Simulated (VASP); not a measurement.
# SnO2 in VASP: further runs

Runs on SnO2. Level: PBE. Tasks: single point, relaxation of the atoms.

All numbers are computed with VASP 6.6.1; they aren't measurements. Logs are shortened: lines on timing, memory, paths and dates and some standing lists are left out, and cuts for length are marked.

### Step 1. Starting point

The cell holds a slab with vacuum, 24 atoms: a = 3.242 Å, b = 6.830 Å, c = 27.887 Å, α = 90.00°, β = 90.00°, γ = 90.00°.

### Step 2. Single point, PBE

Contents of INCAR:

```
SYSTEM = SnO2
  PREC = Accurate
  ENCUT = 520
  EDIFF = 1E-6
  ISMEAR = 0
  SIGMA = 0.03
  LREAL = Auto
  LASPH = .True.
  NELM = 80
  ALGO = Fast
  ISIF = 2
  LWAVE = .False.
  LCHARG = .False.
  LDIPOL = .True.
  IDIPOL = 3
  DIPOL = 0.5 0.5 0.500
  GGA = PE
  NBANDS = 122
  LVHAR = .True.
  LVACPOTAV = .True.
  ICORELEVEL = 1
  KPAR = 4
  NCORE = 2
```

Contents of KPOINTS:

```
regular mesh
0
Gamma
  8 4 1
  0 0 0
```

Contents of POSCAR:

```
SnO2
1.0
    3.2421530000      0.0000000000      0.0000000000
    0.0000000000      6.8298595500      0.0000000000
    0.0000000000      0.0000000000     27.8871117200
O Sn
16 8
Direct
    0.0000000000      0.0000000000      0.2689414400
    0.5000000000      0.3065610000      0.3163167700
    0.5000000000      0.6934390000      0.3163167700
    0.0000000000      0.0000000000      0.3636921100
    0.0000000000      0.5000000000      0.3913969200
    0.5000000000      0.8065610000      0.4387722600
    0.5000000000      0.1934390000      0.4387722600
    0.0000000000      0.5000000000      0.4861475900
    0.0000000000      0.0000000000      0.5138524100
    0.5000000000      0.3065610000      0.5612277400
    0.5000000000      0.6934390000      0.5612277400
    0.0000000000      0.0000000000      0.6086030800
    0.0000000000      0.5000000000      0.6363078900
    0.5000000000      0.8065610000      0.6836832300
    0.5000000000      0.1934390000      0.6836832300
    0.0000000000      0.5000000000      0.7310585600
    0.0000000000      0.5000000000      0.3163167700
    0.5000000000      0.0000000000      0.3163167700
    0.0000000000      0.0000000000      0.4387722600
    0.5000000000      0.5000000000      0.4387722600
    0.0000000000      0.5000000000      0.5612277400
    0.5000000000      0.0000000000      0.5612277400
    0.0000000000      0.0000000000      0.6836832300
    0.5000000000      0.5000000000      0.6836832300
```

Potentials or basis: VASP PAW PBE potentials, release 64 (O, Sn_d).

Launch:

```
$ cat potpaw_PBE.64/O/POTCAR potpaw_PBE.64/Sn_d/POTCAR > POTCAR
$ mpirun -np 8 vasp_std > vasp.out
```

OUTCAR:

```text
SYSTEM = SnO2
   PREC = Accurate
   ENCUT = 520
   EDIFF = 1E-6
   ISMEAR = 0
   LREAL = Auto
   LASPH = .True.
   NELM = 80
   ISIF = 2
   GGA = PE

 ion  position               nearest neighbor table
   1  0.000  0.000  0.269-  18 2.09  18 2.09
   2  0.500  0.307  0.316-  17 2.09  17 2.09  18 2.09
   3  0.500  0.693  0.316-  17 2.09  17 2.09  18 2.09
   4  0.000  0.000  0.364-  18 2.09  18 2.09  19 2.09
   5  0.000  0.500  0.391-  20 2.09  20 2.09  17 2.09
   6  0.500  0.807  0.439-  19 2.09  19 2.09  20 2.09
   7  0.500  0.193  0.439-  19 2.09  19 2.09  20 2.09
   8  0.000  0.500  0.486-  20 2.09  20 2.09  21 2.09
   9  0.000  0.000  0.514-  22 2.09  22 2.09  19 2.09
  10  0.500  0.307  0.561-  21 2.09  21 2.09  22 2.09
  11  0.500  0.693  0.561-  21 2.09  21 2.09  22 2.09
  12  0.000  0.000  0.609-  22 2.09  22 2.09  23 2.09
  13  0.000  0.500  0.636-  24 2.09  24 2.09  21 2.09
  14  0.500  0.807  0.684-  23 2.09  23 2.09  24 2.09
  15  0.500  0.193  0.684-  23 2.09  23 2.09  24 2.09
  16  0.000  0.500  0.731-  24 2.09  24 2.09
  17  0.000  0.500  0.316-   2 2.09   3 2.09   2 2.09   3 2.09   5 2.09
  18  0.500  0.000  0.316-   1 2.09   1 2.09   4 2.09   4 2.09   3 2.09   2 2.09
  19  0.000  0.000  0.439-   6 2.09   7 2.09   6 2.09   7 2.09   4 2.09   9 2.09
  20  0.500  0.500  0.439-   8 2.09   8 2.09   5 2.09   5 2.09   7 2.09   6 2.09
  21  0.000  0.500  0.561-  10 2.09  11 2.09  10 2.09  11 2.09   8 2.09  13 2.09
  22  0.500  0.000  0.561-   9 2.09   9 2.09  12 2.09  12 2.09  11 2.09  10 2.09
  23  0.000  0.000  0.684-  14 2.09  15 2.09  14 2.09  15 2.09  12 2.09
  24  0.500  0.500  0.684-  16 2.09  16 2.09  13 2.09  13 2.09  15 2.09  14 2.09

  LATTYP: Found a simple orthorhombic cell.
 ALAT       =     3.2421530000
 B/A-ratio  =     2.1065815062
 C/A-ratio  =     8.6014175519

  Lattice vectors:

 A1 = (   3.2421530000,   0.0000000000,   0.0000000000)
 A2 = (   0.0000000000,   6.8298595500,   0.0000000000)
 A3 = (   0.0000000000,   0.0000000000,  27.8871117200)

Analysis of symmetry for initial positions (statically):
=====================================================================
 Subroutine PRICEL returns:
 Original cell was already a primitive cell.

 Routine SETGRP: Setting up the symmetry group for a
 simple orthorhombic supercell.

 Subroutine GETGRP returns: Found  8 space group operations
 (whereof  4 operations were pure point group operations)
 out of a pool of  8 trial point group operations.

The static configuration has the point symmetry C_2v.
 The point group associated with its full space group is D_2h.

Analysis of symmetry for dynamics (positions and initial velocities):
=====================================================================
 Subroutine PRICEL returns:
 Original cell was already a primitive cell.

 Routine SETGRP: Setting up the symmetry group for a
 simple orthorhombic supercell.

 Subroutine GETGRP returns: Found  8 space group operations
 (whereof  4 operations were pure point group operations)
 out of a pool of  8 trial point group operations.

The dynamic configuration has the point symmetry C_2v.
 The point group associated with its full space group is D_2h.

 Subroutine INISYM returns: Found  8 space group operations
 (whereof  4 operations are pure point group operations),
 and found     1 'primitive' translations

----------------------------------------------------------------------------------------

                                     Primitive cell

  volume of cell :     617.5169

  direct lattice vectors                    reciprocal lattice vectors
     3.242153000  0.000000000  0.000000000     0.308437017  0.000000000  0.000000000
     0.000000000  6.829859550  0.000000000     0.000000000  0.146415895  0.000000000
     0.000000000  0.000000000 27.887111720     0.000000000  0.000000000  0.035858859

  length of vectors
     3.242153000  6.829859550 27.887111720     0.308437017  0.146415895  0.035858859

  position of ions in fractional coordinates (direct lattice)
     0.000000000  0.000000000  0.268941440
[... 52 lines left out ...]
  ---------------------------------------------------
  ext. energy  EPLUGINS =         0.00000000
  ---------------------------------------------------
  free energy    TOTEN  =      -145.53868879 eV

  energy without entropy =     -145.53868879  energy(sigma->0) =     -145.53868879

 the core state eigenenergies are
   1-  1s   -504.0335
   2-  1s   -506.1997
   3-  1s   -506.1997
   4-  1s   -505.1668
   5-  1s   -505.5395
   6-  1s   -505.3217
[... 8 lines left out ...]
  15-  1s   -506.1997
  16-  1s   -504.0335
  17-  1s -29003.1173  2s  -4374.5146  2p  -3926.1365  3s   -840.8549  3p   -694.4018
       3d   -469.0968  4s   -129.9533  4p    -85.7538
  18-  1s -29001.3415  2s  -4372.7478  2p  -3924.3665  3s   -839.1408  3p   -692.6872
       3d   -467.3763  4s   -128.3314  4p    -84.1437
  19-  1s -29001.8851  2s  -4373.2801  2p  -3924.8995  3s   -839.6737  3p   -693.2202
       3d   -467.9086  4s   -128.8640  4p    -84.6761
  20-  1s -29002.0345  2s  -4373.4271  2p  -3925.0467  3s   -839.8192  3p   -693.3657
       3d   -468.0542  4s   -129.0065  4p    -84.8181
  21-  1s -29001.8851  2s  -4373.2801  2p  -3924.8995  3s   -839.6737  3p   -693.2202
       3d   -467.9086  4s   -128.8640  4p    -84.6761
  22-  1s -29002.0345  2s  -4373.4271  2p  -3925.0467  3s   -839.8192  3p   -693.3657
       3d   -468.0542  4s   -129.0065  4p    -84.8181
  23-  1s -29003.1173  2s  -4374.5146  2p  -3926.1365  3s   -840.8549  3p   -694.4018
       3d   -469.0968  4s   -129.9533  4p    -85.7538
  24-  1s -29001.3415  2s  -4372.7478  2p  -3924.3665  3s   -839.1408  3p   -692.6872
       3d   -467.3763  4s   -128.3314  4p    -84.1437

 E-fermi :  -0.3413     XC(G=0):  -5.8473

 val. band max:       -0.4650645330   @ k =   0.3750   0.0000   0.0000
 cond. band min:      -0.2229046854   @ k =   0.0000   0.0000   0.0000
 fundamental gap:      0.2421598476
 Fermi energy:        -0.3412518785

 k-point     1 :       0.0000    0.0000    0.0000
  band No.  band energies     occupation
      1     -22.6419      2.00000
      2     -22.6418      2.00000
      3     -22.0347      2.00000
      4     -22.0299      2.00000
      5     -22.0227      2.00000
      6     -22.0227      2.00000
[... 1774 lines left out ...]
    115       5.8557      0.00000
    116       5.8557      0.00000
 [bands above 116 left out]

------------------------ aborting loop because EDIFF is reached ----------------------------------------

  FORCE on cell =-STRESS in cart. coord.  units (eV):
  Direction    XX          YY          ZZ          XY          YZ          ZX
  --------------------------------------------------------------------------------------
  -------------------------------------------------------------------------------------
  Total       -5.7177192      5.9138394     -0.9647099      0.0000000      0.0000000      0.0000000
  in kB      -14.8348989     15.3437422     -2.5029865      0.0000000      0.0000000      0.0000000
  external PRESSURE =      -0.6647144 kB  Pullay stress =       0.0000000 kB

 VOLUME and BASIS-vectors are now :
 -----------------------------------------------------------------------------
  energy-cutoff  :      520.00
  volume of cell :      617.52
      direct lattice vectors                 reciprocal lattice vectors
     3.242153000  0.000000000  0.000000000     0.308437017  0.000000000  0.000000000
     0.000000000  6.829859550  0.000000000     0.000000000  0.146415895  0.000000000
     0.000000000  0.000000000 27.887111720     0.000000000  0.000000000  0.035858859

 POSITION                                       TOTAL-FORCE (eV/Angst)
 -----------------------------------------------------------------------------------
      0.00000      0.00000      7.50000         0.000000      0.000000      1.023881
      1.62108      2.09377      8.82116         0.000000      1.348204     -0.678260
      1.62108      4.73609      8.82116         0.000000     -1.348204     -0.678260
      0.00000      0.00000     10.14232         0.000000      0.000000      1.005831
      0.00000      3.41493     10.91493         0.000000      0.000000     -0.451992
      1.62108      5.50870     12.23609         0.000000     -0.172057      0.009706
[... 16 lines left out ...]
      0.00000      0.00000     19.06595         0.000000      0.000000     -1.901342
      1.62108      3.41493     19.06595         0.000000      0.000000      2.310707
 -----------------------------------------------------------------------------------
    total drift:                                0.000000      0.000000     -0.000000

  FREE ENERGIE OF THE ION-ELECTRON SYSTEM (eV)
  ---------------------------------------------------
  free  energy   TOTEN  =      -145.5386887916 eV

  energy  without entropy=     -145.5386887914  energy(sigma->0) =     -145.53868879

 vacuum level on the upper side and lower side of the slab         6.389         6.389
```

Wall time 3.8 min (8 MPI ranks of Intel Xeon Platinum 8559C (Emerald Rapids), shared host); peak memory 0.6 GiB.

Results:

| Property | Result |
| --- | --- |
| Free energy | -145.5387 eV |
| Largest force | 2.311 eV/Å |
| Band gap on the k mesh | 0.24 eV, indirect (least direct gap 0.31 eV) |
| Ionisation potential of the upper face | 6.85 eV |

Forces in eV/Å, atoms in the order of the input:
```
O    0.000  0.000  1.024
O    0.000  1.348 -0.678
O    0.000 -1.348 -0.678
O    0.000  0.000  1.006
O    0.000  0.000 -0.452
O    0.000 -0.172  0.010
O    0.000  0.172  0.010
O    0.000  0.000 -0.064
O    0.000  0.000  0.064
O    0.000 -0.172 -0.010
O    0.000  0.172 -0.010
O    0.000  0.000  0.452
O    0.000  0.000 -1.006
O    0.000  1.348  0.678
O    0.000 -1.348  0.678
O    0.000  0.000 -1.024
Sn   0.000  0.000  1.901
Sn   0.000  0.000 -2.311
Sn   0.000  0.000 -0.171
Sn   0.000  0.000  0.315
Sn   0.000  0.000  0.171
Sn   0.000  0.000 -0.315
Sn   0.000  0.000 -1.901
Sn   0.000  0.000  2.311
```

Core levels (eV, on the scale of the bands):
```tsv
atom	levels
1 O	1s -504.0
2 O	1s -506.2
3 O	1s -506.2
4 O	1s -505.2
5 O	1s -505.5
6 O	1s -505.3
```

Caveat: spin-orbit coupling is left out, which moves the levels of the heavy elements.

### Step 3. Relaxation of the atoms, PBE

Contents of INCAR:

```
  ALGO = Normal
  DIPOL = 0.5 0.5 0.500
  EDIFF = 1E-6
  EDIFFG = -0.02
  ENCUT = 520
  GGA = PE
  IBRION = 2
  IDIPOL = 3
  ISIF = 2
  ISMEAR = 0
  KPAR = 4
  LASPH = True
  LCHARG = False
  LDIPOL = True
  LREAL = Auto
  LWAVE = False
  NCORE = 2
  NELM = 80
  NSW = 80
  PREC = Accurate
  SIGMA = 0.03
```

Contents of KPOINTS:

```
k-points
0
Gamma
  8 4 1
```

POSCAR is that of step 2.

Potentials or basis: VASP PAW PBE potentials, release 64 (O, Sn_d).

Launch:

```
$ cat potpaw_PBE.64/O/POTCAR potpaw_PBE.64/Sn_d/POTCAR > POTCAR
$ mpirun -np 8 vasp_std > vasp.out
```

Wall time 39 min (8 MPI ranks of Intel Xeon Platinum 8559C (Emerald Rapids), shared host); peak memory 0.68 GiB.

The run converged. Its results:

- Free energy: -146.5899 eV
- Energy gained by relaxing: 43.8 meV/atom
- Ionic steps: 22
- Largest force after relaxing: 0.011 eV/Å
- Band gap on the k mesh: 0.70 eV, indirect (least direct gap 0.75 eV)

Forces in eV/Å, atoms in the order of the input:
```
O    0.000  0.000 -0.005
O    0.000  0.011  0.000
O    0.000 -0.011  0.000
O    0.000  0.000  0.000
O    0.000  0.000  0.009
O    0.000 -0.006  0.002
O    0.000  0.006  0.002
O    0.000  0.000 -0.006
O    0.000  0.000  0.006
O    0.000 -0.006 -0.002
O    0.000  0.006 -0.002
O    0.000  0.000 -0.009
O    0.000  0.000  0.000
O    0.000  0.011  0.000
O    0.000 -0.011  0.000
O    0.000  0.000  0.005
Sn   0.000  0.000  0.008
Sn   0.000  0.000 -0.009
Sn   0.000  0.000 -0.004
Sn   0.000  0.000  0.000
Sn   0.000  0.000  0.004
Sn   0.000  0.000  0.000
Sn   0.000  0.000 -0.008
Sn   0.000  0.000  0.009
```

The path:
```csv
step,energy change (eV),largest force (eV/Å),pressure (GPa)
1,0.0000,2.3107,-0.07
2,-0.6344,1.0432,0.69
3,-0.6617,0.7374,0.49
4,-0.8160,0.5487,0.61
5,-0.8471,0.5524,0.71
6,-0.9318,0.5066,0.55
7,-0.9344,0.6969,0.52
8,-0.9690,0.5129,0.34
9,-0.9743,0.3870,0.40
10,-0.9949,0.2496,0.27
11,-0.9956,0.2670,0.24
12,-1.0140,0.2340,0.13
13,-1.0181,0.3235,0.04
14,-1.0361,0.1431,-0.13
15,-1.0411,0.1653,-0.28
16,-1.0451,0.1665,-0.40
17,-1.0455,0.1149,-0.38
18,-1.0484,0.0691,-0.42
19,-1.0485,0.0579,-0.42
20,-1.0499,0.0453,-0.43
21,-1.0503,0.0694,-0.45
22,-1.0512,0.0111,-0.46
```

Final structure:
```cif
data_structure
_symmetry_space_group_name_H-M 'P 1'
_symmetry_Int_Tables_number 1
_cell_length_a 3.2422
_cell_length_b 6.8299
_cell_length_c 27.8871
_cell_angle_alpha 90.000
_cell_angle_beta 90.000
_cell_angle_gamma 90.000
_cell_volume 617.52
loop_
_atom_site_label
_atom_site_type_symbol
_atom_site_fract_x
_atom_site_fract_y
_atom_site_fract_z
_atom_site_occupancy
O1 O 0.00000 0.00000 0.26507 1
O2 O 0.50000 0.31480 0.31084 1
O3 O 0.50000 0.68520 0.31084 1
O4 O 0.00000 0.00000 0.36032 1
O5 O 0.00000 0.50000 0.39444 1
O6 O 0.50000 0.80478 0.43796 1
O7 O 0.50000 0.19522 0.43796 1
O8 O 0.00000 0.50000 0.48952 1
O9 O 0.00000 0.00000 0.51048 1
O10 O 0.50000 0.30478 0.56204 1
O11 O 0.50000 0.69522 0.56204 1
O12 O 0.00000 0.00000 0.60556 1
O13 O 0.00000 0.50000 0.63968 1
O14 O 0.50000 0.81480 0.68916 1
O15 O 0.50000 0.18520 0.68916 1
O16 O 0.00000 0.50000 0.73493 1
Sn1 Sn 0.00000 0.50000 0.32198 1
Sn2 Sn 0.50000 0.00000 0.30761 1
Sn3 Sn 0.00000 0.00000 0.43403 1
Sn4 Sn 0.50000 0.50000 0.44338 1
Sn5 Sn 0.00000 0.50000 0.56597 1
Sn6 Sn 0.50000 0.00000 0.55662 1
Sn7 Sn 0.00000 0.00000 0.67802 1
Sn8 Sn 0.50000 0.50000 0.69239 1
```

Levels at points of the mesh, in eV from the valence-band top:
```csv
k point,band 101,band 102,band 103,band 104,band 105,band 106,band 107,band 108
"(0.00, 0.00, 0.00)",-0.59,-0.53,-0.08,-0.05,0.70,1.20,2.06,3.16
"(0.50, 0.00, 0.00)",-0.41,-0.34,-0.04,-0.04,3.70,3.78,4.08,4.55
"(0.00, 0.50, 0.00)",-0.50,-0.50,-0.25,-0.25,1.82,1.82,2.84,2.84
"(0.50, 0.50, 0.00)",-0.32,-0.32,-0.10,-0.10,3.87,3.87,5.04,5.04
```

Caveat: spin-orbit coupling is left out, which moves the levels of the heavy elements.

### Step 4. Single point, PBE

Contents of INCAR:

```
SYSTEM = SnO2
  PREC = Accurate
  ENCUT = 520
  EDIFF = 1E-6
  ISMEAR = 0
  SIGMA = 0.03
  LREAL = Auto
  LASPH = .True.
  NELM = 80
  ALGO = Fast
  ISIF = 2
  LWAVE = .False.
  LCHARG = .False.
  LDIPOL = .True.
  IDIPOL = 3
  DIPOL = 0.5 0.5 0.500
  GGA = PE
  NBANDS = 122
  LVHAR = .True.
  LVACPOTAV = .True.
  ICORELEVEL = 1
  KPAR = 4
  NCORE = 2
```

Contents of KPOINTS:

```
regular mesh
0
Gamma
  8 4 1
  0 0 0
```

Contents of POSCAR:

```
SnO2                                    
1.0
    3.2421530000      0.0000000000      0.0000000000
    0.0000000000      6.8298595500      0.0000000000
    0.0000000000      0.0000000000     27.8871117200
  O               Sn            
    16     8
Direct
     0.0000000000000000    0.0000000000000000    0.2650670406174389
     0.5000000000000000    0.3148024411542575    0.3108371141870570
     0.5000000000000000    0.6851975588457426    0.3108371141870570
     0.0000000000000000    0.0000000000000000    0.3603187434081996
     0.0000000000000000    0.5000000000000000    0.3944354274190597
     0.5000000000000000    0.8047772658135179    0.4379590114952900
     0.5000000000000000    0.1952227341864819    0.4379590114952900
     0.0000000000000000    0.5000000000000000    0.4895237340081130
     0.0000000000000000    0.0000000000000000    0.5104762659918869
     0.5000000000000000    0.3047772658135181    0.5620409885047098
     0.5000000000000000    0.6952227341864819    0.5620409885047098
     0.0000000000000000    0.0000000000000000    0.6055645725809401
     0.0000000000000000    0.5000000000000000    0.6396812565918004
     0.5000000000000000    0.8148024411542574    0.6891628858129429
     0.5000000000000000    0.1851975588457425    0.6891628858129429
     0.0000000000000000    0.5000000000000000    0.7349329593825611
     0.0000000000000000    0.5000000000000000    0.3219847541780470
     0.5000000000000000    0.0000000000000000    0.3076125832339702
     0.0000000000000000    0.0000000000000000    0.4340331328355732
     0.5000000000000000    0.5000000000000000    0.4433776545450434
     0.0000000000000000    0.5000000000000000    0.5659668671644266
     0.5000000000000000    0.0000000000000000    0.5566223454549564
     0.0000000000000000    0.0000000000000000    0.6780152458219528
     0.5000000000000000    0.5000000000000000    0.6923874167660297
```

Launch:

```
$ cat potpaw_PBE.64/O/POTCAR potpaw_PBE.64/Sn_d/POTCAR > POTCAR
$ mpirun -np 8 vasp_std > vasp.out
```

Run time: 3.6 min. Hardware: 8 MPI ranks of Intel Xeon Platinum 8559C (Emerald Rapids), shared host; peak memory 0.6 GiB.

The run converged. Its results:

* Free energy: -146.5899 eV
* Largest force: 0.011 eV/Å
* Band gap on the k mesh: 0.70 eV, indirect (least direct gap 0.75 eV)
* Ionisation potential of the upper face: 7.49 eV

Forces on the atoms (eV/Å):
```
O    0.000  0.000 -0.005
O    0.000  0.011  0.001
O    0.000 -0.011  0.001
O    0.000  0.000  0.000
O    0.000  0.000  0.009
O    0.000 -0.006  0.002
O    0.000  0.006  0.002
O    0.000  0.000 -0.006
O    0.000  0.000  0.006
O    0.000 -0.006 -0.002
O    0.000  0.006 -0.002
O    0.000  0.000 -0.009
O    0.000  0.000  0.000
O    0.000  0.011 -0.001
O    0.000 -0.011 -0.001
O    0.000  0.000  0.005
Sn   0.000  0.000  0.008
Sn   0.000  0.000 -0.009
Sn   0.000  0.000 -0.005
Sn   0.000  0.000  0.000
Sn   0.000  0.000  0.005
Sn   0.000  0.000  0.000
Sn   0.000  0.000 -0.008
Sn   0.000  0.000  0.009
```

Levels at points of the mesh, in eV from the valence-band top:
```csv
k point,band 100,band 101,band 102,band 103,band 104,band 105,band 106,band 107,band 108,band 109
"(0.00, 0.00, 0.00)",-0.59,-0.59,-0.53,-0.08,-0.05,0.70,1.20,2.06,3.16,3.87
"(0.50, 0.00, 0.00)",-0.94,-0.41,-0.34,-0.04,-0.04,3.70,3.78,4.08,4.55,4.57
"(0.00, 0.50, 0.00)",-0.58,-0.50,-0.50,-0.26,-0.26,1.82,1.82,2.84,2.84,3.61
"(0.50, 0.50, 0.00)",-1.05,-0.32,-0.32,-0.10,-0.10,3.86,3.86,5.04,5.04,5.20
```

Core levels (eV, on the scale of the bands):
| atom | levels |
| --- | --- |
| 1 O | 1s -504.4 |
| 2 O | 1s -506.1 |
| 3 O | 1s -506.1 |
| 4 O | 1s -505.2 |
| 5 O | 1s -505.9 |
| 6 O | 1s -505.6 |

Caveat: spin-orbit coupling is left out, which moves the levels of the heavy elements.
